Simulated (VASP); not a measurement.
# SnTe (Fm-3m) in VASP: single point with PBE

Aim: the single point of SnTe with PBE.

Everything below comes from runs of VASP 6.6.1. Logs are shortened: lines on timing, memory, paths and dates and some standing lists are left out, and cuts for length are marked.

## (1) The crystal as given

Symmetry: Fm-3m, No. 225, cubic system. The conventional cell has a = 6.302 Å, b = 6.302 Å, c = 6.302 Å, α = 90.00°, β = 90.00°, γ = 90.00°. Around Te (site symmetry m-3m) lie 6 Sn at 3.15 Å. Sn (site symmetry m-3m) is surrounded by 6 Te at 3.15 Å.

## (2) Single point, PBE

The input, run.py:

```python
from ase import Atoms
from ase.calculators.vasp import Vasp
from ase.dft.bandgap import bandgap

atoms = Atoms(
    ['Te', 'Sn'],
    cell=[[0.0, 3.15085, 3.15085], [3.15085, 0.0, 3.15085], [3.15085, 3.15085, 0.0]],
    scaled_positions=[[0.5, 0.5, 0.5], [0.0, 0.0, 0.0]],
    pbc=True,
)
calc = Vasp(
    directory='calc',
    xc='pbe',
    pp='PBE',
    setups='materialsproject',
    prec='Accurate',
    encut=520,
    ediff=1e-06,
    ismear=0,
    sigma=0.02,
    lreal=False,
    lasph=True,
    nelm=80,
    algo='Normal',
    isif=2,
    lwave=False,
    lcharg=False,
    kpts=[7, 7, 7],
    gamma=True,
)
atoms.calc = calc

print('energy (eV):', atoms.get_potential_energy())
print('free energy (eV):', atoms.get_potential_energy(force_consistent=True))
print('forces (eV/A):')
print(atoms.get_forces())
print('stress (eV/A^3, Voigt):', atoms.get_stress())
print('Fermi level (eV):', calc.get_fermi_level())
gap, top, bottom = bandgap(calc)
print('band gap (eV):', gap, 'from (spin, k, band)', top, 'to', bottom)
```

Potentials or basis: VASP PAW PBE potentials, release 64 (Te, Sn_d).

Command:

```sh
$ python run.py
```

Standard output:

```text
energy (eV): -7.54728167
free energy (eV): -7.54728167
forces (eV/A):
[[ 0.  0. -0.]
 [-0. -0.  0.]]
stress (eV/A^3, Voigt): [-0.01354476 -0.01354476 -0.01354476 -0.         -0.         -0.        ]
Fermi level (eV): 6.86961938
band gap (eV): 0.6616 from (spin, k, band) (0, np.int64(3), np.int64(9)) to (0, np.int64(3), np.int64(10))
```

OUTCAR:

```text
ENCUT = 520.000000
   EDIFF = 1.00e-06
   GGA = PE
   PREC = Accurate
   ISIF = 2
   ISMEAR = 0
   NELM = 80
   LASPH = .TRUE.
   LREAL = .FALSE.

 ion  position               nearest neighbor table
   1  0.500  0.500  0.500-   2 3.15   2 3.15   2 3.15   2 3.15   2 3.15   2 3.15
   2  0.000  0.000  0.000-   1 3.15   1 3.15   1 3.15   1 3.15   1 3.15   1 3.15

  LATTYP: Found a face centered cubic cell.
 ALAT       =     6.3017000000

  Lattice vectors:

 A1 = (   0.0000000000,   3.1508500000,   3.1508500000)
 A2 = (   3.1508500000,   0.0000000000,   3.1508500000)
 A3 = (   3.1508500000,   3.1508500000,   0.0000000000)

Analysis of symmetry for initial positions (statically):
=====================================================================
 Subroutine PRICEL returns:
 Original cell was already a primitive cell.

 Routine SETGRP: Setting up the symmetry group for a
 face centered cubic supercell.

 Subroutine GETGRP returns: Found 48 space group operations
 (whereof 48 operations were pure point group operations)
 out of a pool of 48 trial point group operations.

The static configuration has the point symmetry O_h .

Analysis of symmetry for dynamics (positions and initial velocities):
=====================================================================
 Subroutine PRICEL returns:
 Original cell was already a primitive cell.

 Routine SETGRP: Setting up the symmetry group for a
 face centered cubic supercell.

 Subroutine GETGRP returns: Found 48 space group operations
 (whereof 48 operations were pure point group operations)
 out of a pool of 48 trial point group operations.

The dynamic configuration has the point symmetry O_h .

 Subroutine INISYM returns: Found 48 space group operations
 (whereof 48 operations are pure point group operations),
 and found     1 'primitive' translations

----------------------------------------------------------------------------------------

                                     Primitive cell

  volume of cell :      62.5624

  direct lattice vectors                    reciprocal lattice vectors
     0.000000000  3.150850000  3.150850000    -0.158687338  0.158687338  0.158687338
     3.150850000  0.000000000  3.150850000     0.158687338 -0.158687338  0.158687338
     3.150850000  3.150850000  0.000000000     0.158687338  0.158687338 -0.158687338

  length of vectors
     4.455974803  4.455974803  4.455974803     0.274854533  0.274854533  0.274854533

  position of ions in fractional coordinates (direct lattice)
     0.500000000  0.500000000  0.500000000
     0.000000000  0.000000000  0.000000000

  ion indices of the primitive-cell ions
   primitive index   ion index
                 1           1
                 2           2

----------------------------------------------------------------------------------------

 KPOINTS: KPOINTS created by Atomic Simulation Env

Automatic generation of k-mesh.
 Grid dimensions read from file:
 generate k-points for:    7    7    7

 Generating k-lattice:

  Cartesian coordinates                     Fractional coordinates (reciprocal lattice)
    -0.022669620  0.022669620  0.022669620     0.142857143  0.000000000  0.000000000
     0.022669620 -0.022669620  0.022669620     0.000000000  0.142857143  0.000000000
     0.022669620  0.022669620 -0.022669620     0.000000000  0.000000000  0.142857143

  Length of vectors
     0.039264933  0.039264933  0.039264933

  Shift w.r.t. Gamma in fractional coordinates (k-lattice)
     0.000000000  0.000000000  0.000000000

 Subroutine IBZKPT returns following result:
 ===========================================

 Found     20 irreducible k-points:

 Following reciprocal coordinates:
            Coordinates               Weight
  0.000000  0.000000  0.000000      1.000000
  0.142857  0.000000  0.000000      8.000000
  0.285714  0.000000  0.000000      8.000000
  0.428571  0.000000  0.000000      8.000000
  0.142857  0.142857  0.000000      6.000000
  0.285714  0.142857  0.000000     24.000000
[... 12 lines left out ...]
 -0.428571  0.428571  0.142857     24.000000
 -0.285714  0.428571  0.142857     24.000000
   k-points           NKPTS =     20   k-points in BZ     NKDIM =     20   number of bands    NBANDS=     14
   number of dos      NEDOS =    301   number of ions     NIONS =      2
   total plane-waves  NPLWV =  46656
   dimension x,y,z NGX =    36 NGY =   36 NGZ =   36
   dimension x,y,z NGXF=    72 NGYF=   72 NGZF=   72
   ions per type =               1   1
   NGX,Y,Z   is equivalent  to a cutoff of  13.43, 13.43, 13.43 a.u.
   NGXF,Y,Z  is equivalent  to a cutoff of  26.86, 26.86, 26.86 a.u.
 SYSTEM =  unknown system
   PREC   = accura    normal or accurate (medium, high low for compatibility)
   ISTART =      0    job   : 0-new  1-cont  2-samecut
   ICHARG =      2    charge: 1-file 2-atom 10-const
   ISPIN  =      1    spin polarized calculation?
   LNONCOLLINEAR =      F non collinear calculations
   LSORBIT =      F    spin-orbit coupling
   LASPH  =      T    aspherical Exc in radial PAW
   ENCUT  =  520.0 eV  38.22 Ry    6.18 a.u.   8.29  8.29  8.29*2*pi/ulx,y,z
   NELM   =     80;   NELMIN=  2; NELMDL= -5     # of ELM steps
   EDIFF  = 0.1E-05   stopping-criterion for ELM
   LREAL  =      F    real-space projection
   EDIFFG = 0.1E-04   stopping-criterion for IOM
   NSW    =      0    number of steps for IOM
   IBRION =     -1    ionic relax: 0-MD 1-quasi-New 2-CG
   NFREE  =      0    steps in history (QN), initial steepest desc. (CG)
   ISIF   =      2    stress and relaxation
   ISYM   =      2    0-nonsym 1-usesym 2-fastsym
   POTIM  = 0.5000    time-step for ionic-motion
   TEBEG  =    0.0;   TEEND  =   0.0 temperature during run
   PSTRESS=    0.0 pullay stress
   NELECT =      20.0000    total number of electrons
   NUPDOWN=      -1.0000    fix difference up-down
   EMIN   =  10.00;   EMAX   =-10.00  energy-range for DOS
   EFERMI =   0.00;   METHOD = LEGACY
   ISMEAR =     0;   SIGMA  =   0.02  broadening in eV -4-tet -1-fermi 0-gaus
   EFERMI_NEDOS =   21; number of points for ismear=-14 and -15
   IALGO  =     38    algorithm
   IMIX   =      4    mixing-type and parameters
     AMIX     =   0.40;   BMIX     =  1.00
     AMIX_MAG =   1.60;   BMIX_MAG =  1.00
  volume/ion in A,a.u.               =      31.28       211.10
  Fermi-wavevector in a.u.,A,eV,Ry     =   1.119387  2.115336 17.048485  1.253028
  Thomas-Fermi vector in A             =   2.256026
   LORBIT       =      0    0 simple, 1 ext, 2 COOP (PROOUT), +10 PAW based schemes
   GGA     = PE    functional components
   LHFCALC =     F    Hartree Fock is set to
   AEXX    =    0.0000 exact exchange contribution
   IVDW    =     0    specifies the selected vdW correction
   LEPSILON=     F    determine dielectric tensor
   LRPA    =     F    only Hartree local field effects (RPA)
 non-spin polarized calculation
 Gauss-broadening in eV      SIGMA  =   0.02
  energy-cutoff  :      520.00
  volume of cell :       62.56
 maximum number of plane-waves:      1705
 NGX is ok and might be reduce to    36
   NGX = 17   NGY = 17   NGZ = 17

 number of electron      19.9999998 magnetization

 Free energy of the ion-electron system (eV)
  ---------------------------------------------------
  ext. energy  EPLUGINS =         0.00000000
  ---------------------------------------------------
  free energy    TOTEN  =        -7.54728167 eV

  energy without entropy =       -7.54728167  energy(sigma->0) =       -7.54728167

 E-fermi :   6.8696     XC(G=0):  -9.4968

 val. band max:        6.7137993832   @ k =   0.4286   0.0000   0.0000
 cond. band min:       7.3753943588   @ k =   0.4286   0.0000   0.0000
 fundamental gap:      0.6615949756
 Fermi energy:         6.8696193830

 k-point     1 :       0.0000    0.0000    0.0000
  band No.  band energies     occupation
      1     -14.9458      2.00000
      2     -14.9458      2.00000
      3     -14.9398      2.00000
      4     -14.9398      2.00000
      5     -14.9398      2.00000
      6      -5.8512      2.00000
      7       2.2782      2.00000
      8       4.8089      2.00000
      9       4.8089      2.00000
     10       4.8089      2.00000
     11      10.3072      0.00000
     12      10.3072      0.00000
     13      10.3072      0.00000
     14      11.7061      0.00000

 k-point     2 :       0.1429    0.0000    0.0000
  band No.  band energies     occupation
      1     -14.9467      2.00000
      2     -14.9467      2.00000
      3     -14.9395      2.00000
      4     -14.9387      2.00000
      5     -14.9387      2.00000
      6      -5.6801      2.00000
      7       1.3939      2.00000
      8       4.8396      2.00000
      9       4.8396      2.00000
     10       5.4180      2.00000
     11       9.4699      0.00000
     12       9.4699      0.00000
     13       9.5099      0.00000
     14      11.6655      0.00000

 k-point     3 :       0.2857    0.0000    0.0000
  band No.  band energies     occupation
      1     -14.9489      2.00000
      2     -14.9489      2.00000
      3     -14.9388      2.00000
      4     -14.9357      2.00000
      5     -14.9357      2.00000
      6      -5.2116      2.00000
      7      -0.0773      2.00000
      8       4.9515      2.00000
      9       4.9515      2.00000
     10       6.1657      2.00000
     11       8.2436      0.00000
     12       8.2436      0.00000
     13       8.3146      0.00000
     14      12.3582      0.00000
[... 256 lines left out ...]
 k-point    19 :      -0.4286    0.4286    0.1429
  band No.  band energies     occupation
      1     -14.9595      2.00000
      2     -14.9440      2.00000
      3     -14.9409      2.00000
      4     -14.9321      2.00000
      5     -14.9296      2.00000
      6      -4.3038      2.00000
      7      -0.2422      2.00000
      8       2.0563      2.00000
      9       2.7991      2.00000
     10       4.7320      2.00000
     11       9.4237      0.00000
     12      10.1506      0.00000
     13      12.1015      0.00000
     14      12.2130      0.00000

 k-point    20 :      -0.2857    0.4286    0.1429
  band No.  band energies     occupation
      1     -14.9575      2.00000
      2     -14.9461      2.00000
      3     -14.9377      2.00000
      4     -14.9348      2.00000
      5     -14.9296      2.00000
      6      -4.2150      2.00000
      7      -0.5301      2.00000
      8       2.0039      2.00000
      9       2.7226      2.00000
     10       5.7284      2.00000
     11       8.1476      0.00000
     12      11.0805      0.00000
     13      11.9898      0.00000
     14      12.2242      0.00000

------------------------ aborting loop because EDIFF is reached ----------------------------------------

  FORCE on cell =-STRESS in cart. coord.  units (eV):
  Direction    XX          YY          ZZ          XY          YZ          ZX
  --------------------------------------------------------------------------------------
  -------------------------------------------------------------------------------------
  Total        0.8473919      0.8473919      0.8473919     -0.0000000     -0.0000000      0.0000000
  in kB       21.7010978     21.7010978     21.7010978     -0.0000000     -0.0000000      0.0000000
  external PRESSURE =      21.7010978 kB  Pullay stress =       0.0000000 kB

 VOLUME and BASIS-vectors are now :
 -----------------------------------------------------------------------------
  energy-cutoff  :      520.00
  volume of cell :       62.56
      direct lattice vectors                 reciprocal lattice vectors
     0.000000000  3.150850000  3.150850000    -0.158687338  0.158687338  0.158687338
     3.150850000  0.000000000  3.150850000     0.158687338 -0.158687338  0.158687338
     3.150850000  3.150850000  0.000000000     0.158687338  0.158687338 -0.158687338

 POSITION                                       TOTAL-FORCE (eV/Angst)
 -----------------------------------------------------------------------------------
      3.15085      3.15085      3.15085         0.000000      0.000000     -0.000000
      0.00000      0.00000      0.00000        -0.000000     -0.000000      0.000000
 -----------------------------------------------------------------------------------
    total drift:                               -0.000000      0.000000      0.000000

  FREE ENERGIE OF THE ION-ELECTRON SYSTEM (eV)
  ---------------------------------------------------
  free  energy   TOTEN  =        -7.5472816744 eV

  energy  without entropy=       -7.5472816744  energy(sigma->0) =       -7.54728167
```

INCAR:

```text
ENCUT = 520.000000
SIGMA = 0.020000
EDIFF = 1.00e-06
ALGO = Normal
GGA = PE
PREC = Accurate
ISIF = 2
ISMEAR = 0
NELM = 80
LASPH = .TRUE.
LCHARG = .FALSE.
LWAVE = .FALSE.
LREAL = .FALSE.
```

It took 33 s on 1 thread of AMD EPYC 7R13 (Zen 3), shared host; peak memory 0.17 GiB.

What came out:

| Item | Value |
| --- | --- |
| Free energy | -7.5473 eV |
| Pressure | 2.2 GPa |

Caveat: this odd mesh misses L, where the gap lies, so gap, dielectric constants and Born charges aren't listed. Spin-orbit coupling is left out, which matters for the levels of Te.

## (3) The reference run

An earlier run on the cell as given: functional PBE; potentials or basis VASP PAW PBE potentials, release 64 (Te, Sn_d); cutoff 520 eV; k mesh 7 × 7 × 7; occupations fermi-dirac, width 0.05 eV; no spin polarisation.

* Pressure: 2.2 GPa
